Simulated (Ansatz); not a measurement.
**CdS (F-43m): equation of state**

How stiff is CdS (F-43m)? Energies and pressures are computed at volumes on both sides of the relaxed cell and fitted.

The COD entry's cell or inner coordinates are ideal or old and differ from later refinements, so a difference from it is no clean test against experiment.

Method: DFT PBE, scalar-relativistic, plane waves, PAW, in Ansatz 0.2.0.

3 further runs of the same task are left out: 1 that didn't finish, 2 set aside as unsound or not needed. Runs told in other sessions of the task aren't counted.

**1. The structure to begin with**

It takes space group F-43m (No. 216, cubic). Conventional cell: a = 5.927 Å, b = 5.927 Å, c = 5.927 Å, α = 90.00°, β = 90.00°, γ = 90.00°. Cd (site symmetry -43m) is surrounded by 4 S at 2.57 Å. Around S (site symmetry -43m) lie 4 Cd at 2.57 Å.

Coordinates:

```cif
data_structure
_symmetry_space_group_name_H-M 'F-43m'
_symmetry_Int_Tables_number 216
_cell_length_a 5.9267
_cell_length_b 5.9267
_cell_length_c 5.9267
_cell_angle_alpha 90.000
_cell_angle_beta 90.000
_cell_angle_gamma 90.000
_cell_volume 208.18
loop_
_atom_site_label
_atom_site_type_symbol
_atom_site_symmetry_multiplicity
_atom_site_Wyckoff_symbol
_atom_site_fract_x
_atom_site_fract_y
_atom_site_fract_z
_atom_site_occupancy
Cd1 Cd 4 a 0.00000 0.00000 0.00000 1
S1 S 4 c 0.25000 0.25000 0.25000 1
```

An earlier run at PBE left this cell at 26.023 Å³/atom and 0.00 GPa (10×10×10 mesh).

Volume factors to run: 0.980, 1.020, 0.960, 1.040.

**2. Volume × 0.980**

Input file input.yaml:

```yaml
crystal:
  lattice:
    - [0.0, 2.9434651442, 2.9434651442]
    - [2.9434651442, 0.0, 2.9434651442]
    - [2.9434651442, 2.9434651442, 0.0]
  atoms:
    - { symbol: Cd, position: [0.0, 0.0, 0.0] }
    - { symbol: S, position: [0.75, 0.75, 0.75] }
basis:
  ecutwfc: 420
  ecutrho_ratio: 4
kpoints:
  mp_grid: { grid: [10, 10, 10] }
hamiltonian:
  xc: pbe
scf:
  occupations: { method: gaussian, width: 0.05 }
output:
  forces: true
  stress: true
  eigenvalues: true
```

On the command line:

```console
> ansatz run input.yaml --threads 2 --pin off --max-ram 2662MiB --backend cpu --events-out ev --progress --plain --runs-dir out
```

Output:

```text
Warning: RAYON_NUM_THREADS=2 ignored (pool sized by the plan → 2); use --threads N
Engine: ansatz 0.2.0, x86_64-unknown-linux-gnu
Pseudopotentials: kind: paw
Pseudopotential: Cd, paw, valence charge 20, recommended cutoff 420 eV (normal), Cd.paw.azcp
Pseudopotential: S, paw, valence charge 6, recommended cutoff 420 eV (normal), S.paw.azcp
Functional definition: PBE
  parameter kappa = 0.804
  parameter beta = 0.06672455060314922
  exchange = pbe_x(kappa = kappa, mu = beta*pi^2/3)
  correlation = pbe_c(beta = beta)
Crystal: 2 atoms, lattice volume = 51.004 Å³
Basis set: ecut = 420 eV, 965 PW (Γ), exchange–correlation on 60×60×60 points (8 copies of the dense FFT grid, shifted against one another)
Bands: 17, of which v1, the nominal top of the filled ones, is band 13 counted from 1 (12 counted from 0)
Symmetry: 24 space group operations
Space group: F-43m (ITA 216), of the structure as read, at distance tolerance 3.7e-5 Å
k-points: 47 of 1000 (time reversal used)
Non-local potential: Cd, projectors of the file, l = 0: 3, l = 1: 2, l = 2: 2, l = 3: 1
Non-local potential: S, projectors of the file, l = 0: 2, l = 1: 2, l = 2: 2
PAW form: soft (Blöchl's): semilocal exchange-correlation on the pseudo side does not see the compensation charge
PAW one-centre angular grid: Cd, 590 points (default); XC on 64 Gauss nodes
PAW one-centre angular grid: S, 110 points (default); XC on 64 Gauss nodes
Initial density: superposition of atomic densities (neutral atoms: chi_scale 0, normalization atom), corrected by the library's trained network
Initial wavefunctions: pseudopotential atomic-orbital guess
Functional: x = pbe(κ = 0.804, μ = 0.2195149727645171), c = pbe(β = 0.06672455060314922)
SCF iter   1: F=—  HF=-9157.824459 eV  |F-HF|=—  |Δ(HF+E_count)|=         —  Δρ=5.97e-4  dr2=2.71e-4  ethr=1.77e-3  ⟨swp⟩=5.5  Hψ=3917  notcnv=0
preconditioner: auto → none  [insulator: Δε(μ)=1.080 eV  Ē_g=12.256 eV  σ=0.050 eV  W_gap=1.00  n_scr=14 (ndim 8)  ℏωp=22.1 eV  f_vac=0.137  D(μ)=0.00/eV (n_scr^D=0)  ε∞_Penn≈4.2]
SCF iter   2: F=—  HF=-9157.825083 eV  |F-HF|=—  |Δ(HF+E_count)|=   6.23e-4  Δρ=3.36e-4  dr2=3.45e-5  ethr=1.04e-6  ⟨swp⟩=2.6  Hψ=1879  notcnv=0
SCF iter   3: F=—  HF=-9157.825117 eV  |F-HF|=—  |Δ(HF+E_count)|=   3.44e-5  Δρ=1.17e-4  dr2=3.33e-6  ethr=1.33e-7  ⟨swp⟩=2.0  Hψ=1187  notcnv=0
SCF iter   4: F=—  HF=-9157.825136 eV  |F-HF|=—  |Δ(HF+E_count)|=   1.85e-5  Δρ=3.56e-5  dr2=2.96e-7  ethr=1.28e-8  ⟨swp⟩=2.0  Hψ=1222  notcnv=0
iter 5 did not close the SCF: its close was put off for the readings that it lacked (scf_convergence_deferred on its scf_iter line)
SCF iter   5: F=-9157.825138 eV  HF=-9157.825138 eV  |F-HF|=4.37e-8  |Δ(HF+E_count)|=   2.27e-6  Δρ=5.58e-6  dr2=2.05e-8  ethr=1.14e-9  ⟨swp⟩=2.0  Hψ=1222  notcnv=0
SCF iter   6: F=-9157.825138 eV  HF=-9157.825138 eV  |F-HF|=2.05e-9  |Δ(HF+E_count)|=   5.37e-8  Δρ=2.35e-6  dr2=2.15e-9  ethr=7.88e-11  ⟨swp⟩=2.0  Hψ=2820  notcnv=0
SCF 1 converged in 6 iterations: F = -9157.825138 eV  dr2 = 2.15e-9
SCF converged after 6 iterations
Free energy (F): -9157.825138 eV
Harris-Foulkes:  -9157.825138 eV  (|F-HF|=2.05e-9)
Internal energy: -9157.825138 eV  (E = F + TS)
E sigma→0 (E₀):  -9157.825138 eV
Fermi energy:    7.069656 eV
--- Per-component energies (eV) ---
  E_band       = -514.815584
  E_kinetic    = 611.321828
  E_local      = -4053.141867  (includes V_loc(G=0)·N_el)
  E_nonlocal   = 62.175028
  E_hartree    = 1859.505783
  E_xc         = -273.641945
  E_vxc        = -308.765913  (∫ρ·V_xc dr)
  E_paw        = -4683.843071  (= ΣΔE_a)
  E_vpaw       = -545.415238  (= ΣTr[D̂ρ^β])
  E_aug_tail   = 0.000016  (compensation charges beyond the density's cutoff)
  E_ewald      = -2680.200910
  E_smearing   = -0.000000  (= −TS)
  E_closure    = -0.000000  (closes the sum)
  Σ components = -9157.825138   (vs F -9157.825138, Δ=0.00e0)
--- Forces (eV/Å), atoms counted from 1 ---
  atom   1  Cd    -0.00000000     0.00000000     0.00000000
  atom   2  S      0.00000000    -0.00000000     0.00000000
  max |Σ_I F_I| component: 1.30e-16 eV/Å
--- Stress (GPa, compression-positive) ---
        1.128815       0.000000      -0.000000
        0.000000       1.128815       0.000000
       -0.000000       0.000000       1.128815
  P = ⅓ Tr σ = 1.1288 GPa (11.288 kbar)
--- Band table (eV; the first three rows and the last of 47) ---
  k-point 0: bands = ["-94.7225", "-55.7945", "-55.7945", "-55.7945", "-5.6746", "-1.1002", "-1.1002", "-1.1002", "-0.6565", "-0.6565", "6.5254", "6.5254", "6.5254", "7.6114", "13.0564", "13.0564", "13.0564"]
  k-point 1: bands = ["-94.7225", "-55.7945", "-55.7945", "-55.7945", "-5.6364", "-1.0865", "-1.0865", "-1.0672", "-0.6572", "-0.6572", "5.7941", "6.4497", "6.4497", "8.2363", "12.8610", "13.1844", "13.1844"]
  k-point 2: bands = ["-94.7225", "-55.7947", "-55.7945", "-55.7945", "-5.5359", "-1.0528", "-1.0528", "-0.9554", "-0.6560", "-0.6560", "4.6682", "6.2610", "6.2610", "8.9926", "12.6839", "13.4471", "13.4471"]
  k-point 46: bands = ["-94.7225", "-55.7949", "-55.7948", "-55.7947", "-5.1500", "-0.8823", "-0.8601", "-0.7097", "-0.6329", "-0.0853", "2.7534", "4.4155", "4.4660", "11.6404", "11.7138", "14.1012", "14.6807"]
```

Wall time 0.54 s (2 threads of AMD EPYC 9R45 (Zen 5), shared host); peak memory 0.4 GiB.

Read off: volume 25.502 Å³/atom, pressure 1.13 GPa, mesh gap 1.09 eV.

**3. At 1.020 of the relaxed volume**

Edit input.yaml of step 2 so:

```diff
@@ -2,5 +2,5 @@
   lattice:
-    - [0.0, 2.9434651442, 2.9434651442]
-    - [2.9434651442, 0.0, 2.9434651442]
-    - [2.9434651442, 2.9434651442, 0.0]
+    - [0.0, 2.9829794585, 2.9829794585]
+    - [2.9829794585, 0.0, 2.9829794585]
+    - [2.9829794585, 2.9829794585, 0.0]
   atoms:
```

On the command line:

```console
> ansatz run input.yaml --threads 2 --pin off --max-ram 2662MiB --backend cpu --events-out ev --progress --plain --runs-dir out
```

Output:

```text
Warning: RAYON_NUM_THREADS=2 ignored (pool sized by the plan → 2); use --threads N
[... 9 set-up lines as earlier in the session ...]
Crystal: 2 atoms, lattice volume = 53.086 Å³
Basis set: ecut = 420 eV, 1037 PW (Γ), exchange–correlation on 60×60×60 points (8 copies of the dense FFT grid, shifted against one another)
Bands: 17, of which v1, the nominal top of the filled ones, is band 13 counted from 1 (12 counted from 0)
[... 1 set-up line as earlier in the session ...]
Space group: F-43m (ITA 216), of the structure as read, at distance tolerance 3.8e-5 Å
k-points: 47 of 1000 (time reversal used)
[... 8 set-up lines as earlier in the session ...]
SCF iter   1: F=—  HF=-9157.824756 eV  |F-HF|=—  |Δ(HF+E_count)|=         —  Δρ=6.31e-4  dr2=3.84e-4  ethr=1.77e-3  ⟨swp⟩=5.6  Hψ=3918  notcnv=0
preconditioner: auto → none  [insulator: Δε(μ)=0.989 eV  Ē_g=12.092 eV  σ=0.050 eV  W_gap=1.00  n_scr=14 (ndim 8)  ℏωp=21.6 eV  f_vac=0.149  D(μ)=0.00/eV (n_scr^D=0)  ε∞_Penn≈4.2]
SCF iter   2: F=—  HF=-9157.825346 eV  |F-HF|=—  |Δ(HF+E_count)|=   5.91e-4  Δρ=3.45e-4  dr2=4.11e-5  ethr=1.48e-6  ⟨swp⟩=3.0  Hψ=2059  notcnv=0
SCF iter   3: F=—  HF=-9157.825355 eV  |F-HF|=—  |Δ(HF+E_count)|=   9.01e-6  Δρ=1.17e-4  dr2=3.79e-6  ethr=1.58e-7  ⟨swp⟩=2.0  Hψ=1187  notcnv=0
SCF iter   4: F=—  HF=-9157.825374 eV  |F-HF|=—  |Δ(HF+E_count)|=   1.81e-5  Δρ=4.00e-5  dr2=4.08e-7  ethr=1.46e-8  ⟨swp⟩=2.0  Hψ=1222  notcnv=0
iter 5 did not close the SCF: its close was put off for the readings that it lacked (scf_convergence_deferred on its scf_iter line)
SCF iter   5: F=-9157.825376 eV  HF=-9157.825376 eV  |F-HF|=5.33e-8  |Δ(HF+E_count)|=   2.69e-6  Δρ=4.78e-6  dr2=1.31e-8  ethr=1.57e-9  ⟨swp⟩=2.0  Hψ=1222  notcnv=0
SCF iter   6: F=-9157.825376 eV  HF=-9157.825376 eV  |F-HF|=8.68e-10  |Δ(HF+E_count)|=   6.27e-8  Δρ=1.73e-6  dr2=1.29e-9  ethr=5.05e-11  ⟨swp⟩=2.0  Hψ=2804  notcnv=0
SCF 1 converged in 6 iterations: F = -9157.825376 eV  dr2 = 1.29e-9
SCF converged after 6 iterations
Free energy (F): -9157.825376 eV
Harris-Foulkes:  -9157.825376 eV  (|F-HF|=8.68e-10)
Internal energy: -9157.825376 eV  (E = F + TS)
E sigma→0 (E₀):  -9157.825376 eV
Fermi energy:    6.491917 eV
--- Per-component energies (eV) ---
  E_band       = -526.350387
  E_kinetic    = 610.375007
  E_local      = -4112.036814  (includes V_loc(G=0)·N_el)
  E_nonlocal   = 62.221578
  E_hartree    = 1883.434739
  E_xc         = -273.159268
  E_vxc        = -308.103213  (∫ρ·V_xc dr)
  E_paw        = -4683.963252  (= ΣΔE_a)
  E_vpaw       = -545.675343  (= ΣTr[D̂ρ^β])
  E_aug_tail   = 0.000014  (compensation charges beyond the density's cutoff)
  E_ewald      = -2644.697380
  E_smearing   = -0.000000  (= −TS)
  E_closure    = -0.000000  (closes the sum)
  Σ components = -9157.825376   (vs F -9157.825376, Δ=0.00e0)
--- Forces (eV/Å), atoms counted from 1 ---
  atom   1  Cd    -0.00000000     0.00000000    -0.00000000
  atom   2  S      0.00000000    -0.00000000    -0.00000000
  max |Σ_I F_I| component: 1.30e-16 eV/Å
--- Stress (GPa, compression-positive) ---
       -1.012032       0.000000      -0.000000
        0.000000      -1.012032       0.000000
        0.000000       0.000000      -1.012032
  P = ⅓ Tr σ = -1.0120 GPa (-10.120 kbar)
--- Band table (eV; the first three rows and the last of 47) ---
  k-point 0: bands = ["-95.1983", "-56.2694", "-56.2694", "-56.2694", "-5.9835", "-1.5127", "-1.5127", "-1.5127", "-1.1189", "-1.1189", "5.9918", "5.9918", "5.9918", "6.9893", "12.5222", "12.5222", "12.5222"]
  k-point 1: bands = ["-95.1983", "-56.2694", "-56.2694", "-56.2694", "-5.9486", "-1.5004", "-1.5004", "-1.4808", "-1.1195", "-1.1195", "5.2738", "5.9219", "5.9219", "7.6140", "12.3201", "12.6435", "12.6435"]
  k-point 2: bands = ["-95.1983", "-56.2696", "-56.2694", "-56.2694", "-5.8569", "-1.4702", "-1.4702", "-1.3747", "-1.1183", "-1.1183", "4.1955", "5.7474", "5.7474", "8.3644", "12.1216", "12.8942", "12.8942"]
  k-point 46: bands = ["-95.1983", "-56.2697", "-56.2697", "-56.2696", "-5.5048", "-1.3136", "-1.3002", "-1.1653", "-1.0969", "-0.6045", "2.3982", "4.0428", "4.0655", "11.0216", "11.1162", "13.4739", "14.1271"]
```

It took 0.56 s on 2 threads of AMD EPYC 9R45 (Zen 5), shared host; peak memory 0.41 GiB.

Read off: volume 26.543 Å³/atom, pressure -1.01 GPa, mesh gap 1.00 eV.

**4. Scaling the volume by 0.960**

Edit input.yaml of step 3 so:

```diff
@@ -2,5 +2,5 @@
   lattice:
-    - [0.0, 2.9829794585, 2.9829794585]
-    - [2.9829794585, 0.0, 2.9829794585]
-    - [2.9829794585, 2.9829794585, 0.0]
+    - [0.0, 2.9233037913, 2.9233037913]
+    - [2.9233037913, 0.0, 2.9233037913]
+    - [2.9233037913, 2.9233037913, 0.0]
   atoms:
```

On the command line:

```console
> ansatz run input.yaml --threads 2 --pin off --max-ram 2662MiB --backend cpu --events-out ev --progress --plain --runs-dir out
```

Output, cut to the lines that bear on the results:

```text
Warning: RAYON_NUM_THREADS=2 ignored (pool sized by the plan → 2); use --threads N
[...]
[... 4 set-up lines as earlier in the session ...]
[...]
Crystal: 2 atoms, lattice volume = 49.963 Å³
Basis set: ecut = 420 eV, 941 PW (Γ), exchange–correlation on 60×60×60 points (8 copies of the dense FFT grid, shifted against one another)
Bands: 17, of which v1, the nominal top of the filled ones, is band 13 counted from 1 (12 counted from 0)
[... 2 set-up lines as earlier in the session ...]
k-points: 47 of 1000 (time reversal used)
[...]
SCF iter   1: F=—  HF=-9157.813063 eV  |F-HF|=—  |Δ(HF+E_count)|=         —  Δρ=5.92e-4  dr2=2.31e-4  ethr=1.77e-3  ⟨swp⟩=5.4  Hψ=3924  notcnv=0
[...]
SCF iter   6: F=-9157.813771 eV  HF=-9157.813771 eV  |F-HF|=2.26e-9  |Δ(HF+E_count)|=   5.29e-8  Δρ=2.62e-6  dr2=2.51e-9  ethr=9.72e-11  ⟨swp⟩=2.0  Hψ=2820  notcnv=0
[...]
SCF converged after 6 iterations
Free energy (F): -9157.813771 eV
[...]
E sigma→0 (E₀):  -9157.813771 eV
Fermi energy:    7.377640 eV
[...]
--- Forces (eV/Å), atoms counted from 1 ---
  atom   1  Cd    -0.00000000     0.00000000     0.00000000
  atom   2  S      0.00000000    -0.00000000     0.00000000
[...]
--- Stress (GPa, compression-positive) ---
        2.392779       0.000000      -0.000000
        0.000000       2.392779       0.000000
       -0.000000       0.000000       2.392779
  P = ⅓ Tr σ = 2.3928 GPa (23.928 kbar)
--- Band table (eV; the first three rows and the last of 47) ---
  k-point 0: bands = ["-94.4725", "-55.5449", "-55.5449", "-55.5449", "-5.5117", "-0.8849", "-0.8849", "-0.8849", "-0.4137", "-0.4137", "6.8111", "6.8111", "6.8111", "7.9417", "13.3389", "13.3389", "13.3389"]
[...]
```

Run time: 0.51 s. Hardware: 2 threads of AMD EPYC 9R45 (Zen 5), shared host; peak memory 0.41 GiB.

This gives: volume 24.982 Å³/atom, pressure 2.39 GPa, gap on the mesh 1.13 eV.

**5. At 1.040 of the relaxed volume**

Edit input.yaml of step 4 so:

```diff
@@ -2,5 +2,5 @@
   lattice:
-    - [0.0, 2.9233037913, 2.9233037913]
-    - [2.9233037913, 0.0, 2.9233037913]
-    - [2.9233037913, 2.9233037913, 0.0]
+    - [0.0, 3.0023499978, 3.0023499978]
+    - [3.0023499978, 0.0, 3.0023499978]
+    - [3.0023499978, 3.0023499978, 0.0]
   atoms:
@@ -21 +21,5 @@
   eigenvalues: true
+  write_density: true
+  write_potential: true
+  elf: true
+  volumetric_format: npy
```

On the command line:

```console
> ansatz run input.yaml --threads 2 --pin off --max-ram 2662MiB --backend cpu --events-out ev --progress --plain --runs-dir out
```

Output, cut to the lines that bear on the results:

```text
Warning: RAYON_NUM_THREADS=2 ignored (pool sized by the plan → 2); use --threads N
[...]
[... 4 set-up lines as earlier in the session ...]
[...]
Crystal: 2 atoms, lattice volume = 54.127 Å³
Basis set: ecut = 420 eV, 1067 PW (Γ), exchange–correlation on 60×60×60 points (8 copies of the dense FFT grid, shifted against one another)
Bands: 17, of which v1, the nominal top of the filled ones, is band 13 counted from 1 (12 counted from 0)
[... 2 set-up lines as earlier in the session ...]
k-points: 47 of 1000 (time reversal used)
[...]
SCF iter   1: F=—  HF=-9157.815217 eV  |F-HF|=—  |Δ(HF+E_count)|=         —  Δρ=6.64e-4  dr2=4.59e-4  ethr=1.77e-3  ⟨swp⟩=5.6  Hψ=3924  notcnv=0
[...]
SCF iter   6: F=-9157.815818 eV  HF=-9157.815818 eV  |F-HF|=5.57e-10  |Δ(HF+E_count)|=   6.82e-8  Δρ=1.22e-6  dr2=6.44e-10  ethr=4.54e-11  ⟨swp⟩=5.0  Hψ=4266  notcnv=0
[...]
SCF converged after 6 iterations
Free energy (F): -9157.815818 eV
[...]
E sigma→0 (E₀):  -9157.815818 eV
Fermi energy:    6.220710 eV
[...]
--- Forces (eV/Å), atoms counted from 1 ---
  atom   1  Cd    -0.00000000     0.00000000    -0.00000000
  atom   2  S      0.00000000     0.00000000    -0.00000000
[...]
--- Stress (GPa, compression-positive) ---
       -1.915824       0.000000      -0.000000
        0.000000      -1.915824       0.000000
       -0.000000       0.000000      -1.915824
  P = ⅓ Tr σ = -1.9158 GPa (-19.158 kbar)
--- Band table (eV; the first three rows and the last of 47) ---
  k-point 0: bands = ["-95.4248", "-56.4956", "-56.4956", "-56.4956", "-6.1300", "-1.7104", "-1.7104", "-1.7104", "-1.3394", "-1.3394", "5.7423", "5.7423", "5.7423", "6.6962", "12.2693", "12.2693", "12.2693"]
[...]
```

It took 0.72 s on 2 threads of AMD EPYC 9R45 (Zen 5), shared host; peak memory 0.41 GiB.

Read off: volume 27.063 Å³/atom, pressure -1.92 GPa, mesh gap 0.95 eV.

Axes a, b and c in the maps are those of this run's conventional cell (a, b, c = 6.005, 6.005, 6.005 Å).

Density in a lattice plane of the grid's cell (edges 6.00 and 6.00 Å, at 0.000 of the third edge), which holds Cd.

Values in e/Å³, 12 rows by 12 columns:
```
 9.58  3.46  0.35  0.08  0.04  0.02  0.01  0.02  0.04  0.08  0.35  3.47
 0.62  0.35  0.15  0.10  0.06  0.04  0.03  0.04  0.06  0.10  0.15  0.35
 0.08  0.08  0.10  0.11  0.10  0.08  0.08  0.08  0.10  0.11  0.10  0.08
 0.03  0.04  0.06  0.10  0.15  0.35  0.62  0.35  0.15  0.10  0.06  0.04
 0.01  0.02  0.04  0.08  0.35  3.46  9.58  3.47  0.35  0.08  0.04  0.02
 0.01  0.01  0.03  0.08  0.62  9.58 26.58  9.58  0.62  0.08  0.03  0.01
 0.01  0.02  0.04  0.08  0.35  3.47  9.58  3.46  0.35  0.08  0.04  0.02
 0.03  0.04  0.06  0.10  0.15  0.35  0.62  0.35  0.15  0.10  0.06  0.04
 0.08  0.08  0.10  0.11  0.10  0.08  0.08  0.08  0.10  0.11  0.10  0.08
 0.62  0.35  0.15  0.10  0.06  0.04  0.03  0.04  0.06  0.10  0.15  0.35
 9.58  3.47  0.35  0.08  0.04  0.02  0.01  0.02  0.04  0.08  0.35  3.46
26.58  9.58  0.62  0.08  0.03  0.01  0.01  0.01  0.03  0.08  0.62  9.58
```
Columns run along the first of these edges and rows up along the second, over one cell in 12 and 12 even steps from the bottom left corner. Atoms in the plane (fractional): Cd at (0.00, 0.00), Cd at (0.50, 0.50).

ELF in the same plane.

Values, 12 rows by 12 columns:
```
0.59 0.43 0.18 0.14 0.09 0.03 0.01 0.03 0.09 0.14 0.18 0.43
0.24 0.18 0.18 0.31 0.25 0.09 0.04 0.09 0.25 0.31 0.18 0.18
0.11 0.14 0.31 0.45 0.31 0.14 0.11 0.14 0.31 0.45 0.31 0.14
0.04 0.09 0.25 0.31 0.18 0.18 0.24 0.18 0.18 0.31 0.25 0.09
0.01 0.03 0.09 0.14 0.18 0.43 0.59 0.43 0.18 0.14 0.09 0.03
0.00 0.01 0.04 0.11 0.24 0.59 0.92 0.59 0.24 0.11 0.04 0.01
0.01 0.03 0.09 0.14 0.18 0.43 0.59 0.43 0.18 0.14 0.09 0.03
0.04 0.09 0.25 0.31 0.18 0.18 0.24 0.18 0.18 0.31 0.25 0.09
0.11 0.14 0.31 0.45 0.31 0.14 0.11 0.14 0.31 0.45 0.31 0.14
0.24 0.18 0.18 0.31 0.25 0.09 0.04 0.09 0.25 0.31 0.18 0.18
0.59 0.43 0.18 0.14 0.09 0.03 0.01 0.03 0.09 0.14 0.18 0.43
0.92 0.59 0.24 0.11 0.04 0.01 0.00 0.01 0.04 0.11 0.24 0.59
```
Columns run along the first of these edges and rows up along the second, over one cell in 12 and 12 even steps from the bottom left corner. Atoms in the plane (fractional): Cd at (0.00, 0.00), Cd at (0.50, 0.50).

Both are smooth fields of the valence electrons: close to the nuclei they are not physical.

The highest ELF values outside the cores: 0.89 in the shell around S, 0.8 Å from S.

ELF in the plane through atom 1 (Cd) and two of its nearest S neighbours, 7.2 Å on a side, that atom in the middle and its first bond to the right.

Ten even steps from ' ' (0.01) to '@' (0.92):
```
..........::==**########++--..            ........
====--::..--##%%%%%%@@@@%%**::                    
####++--..==%%@@**--++%%%%##==..                  
@@@@**--..++@@%%--  ..##%%##==..                  
****++--..==%%@@##**##@@%%##--..                  
------....--##%%@@@@@@%%**==..      ..::----::::..
..........::==++**++==::..........::++**######**==
            ........::------::..::++%%%%%%@@@@%%##
              ....::==**##**==::::##@@%%++==%%@@%%
              ..::--++%%@@%%++::::##@@##    ==%%%%
              ....::==**##**==::::##@@%%++++%%@@%%
..              ....::--==--::..::++%%@@@@@@@@%%**
++--..            ................--++**##**==::..
%%**--..                            ..::::..::----
@@%%++::                              ....--++****
%%%%**::                              ..::==**@@@@
@@%%++::                              ..::--++####
%%**--..      ....::::....            ....::--====
--::....  ..--++******++==::              ......::
```
Atoms in the plane (Å from the middle): S (-0.9, 2.5), S (2.6, 0.0), Cd (-3.5, 2.5), Cd (0.0, 0.0), Cd (3.5, -2.5).

**6. Energy and pressure against volume**

Energies have the smearing extrapolated to zero and count from the lowest point.

| volume (Å³/atom) | energy (meV/atom) | pressure (GPa) | gap (eV) |
| --- | --- | --- | --- |
| 24.982 | 7.48 | 2.39 | 1.13 |
| 25.502 | 1.79 | 1.13 | 1.09 |
| 26.023 | 0.00 | 0.00 | 1.04 |
| 26.543 | 1.68 | -1.01 | 1.00 |
| 27.063 | 6.45 | -1.92 | 0.95 |

volume (Å³/atom), energy (meV/atom) and a bar:
```
    24.98        7.5 ##############################
    25.50        1.8 #######
    26.02        0.0 
    26.54        1.7 #######
    27.06        6.5 ##########################
```

**7. Outcome**

| quantity | value |
| --- | --- |
| V0 | 26.022 Å³/atom |
| B0 | 53 GPa |
| B0′ | 4.6 |
| scatter of the fit | 0.000 meV/atom |

In words: A third-order Birch–Murnaghan fit puts the minimum at 26.02 Å³/atom with a bulk modulus of 53 GPa. One per cent of compression takes about 0.53 GPa. The gap on the mesh shrinks from 1.13 to 0.95 eV as the cell expands over this range. These are values at 0 K without zero-point motion.
